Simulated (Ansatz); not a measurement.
Al2Au:

```
CELL_PARAMETERS angstrom
0.00000 3.00000 3.00000
3.00000 0.00000 3.00000
3.00000 3.00000 0.00000
ATOMIC_POSITIONS crystal
Au 0.00000 0.00000 0.00000
Al 0.75000 0.75000 0.75000
Al 0.25000 0.25000 0.25000
```

Program: Ansatz 0.2.0. Alike in all runs: task band structure; potentials or basis all-electron LAPW, scalar-relativistic; no spin polarisation; cell as given; k mesh 8 × 8 × 8; cutoff (eV) 228; smearing fermi-dirac 0.05 eV; basis error allowed 0.002 eV/atom.

**Question.** Order these runs on this cell by their pressure, lowest first.
A. level PBEsol
B. level LDA
C. level PBE

**Answer.** B (-2.6 GPa), A (0.0 GPa), C (3.3 GPa).
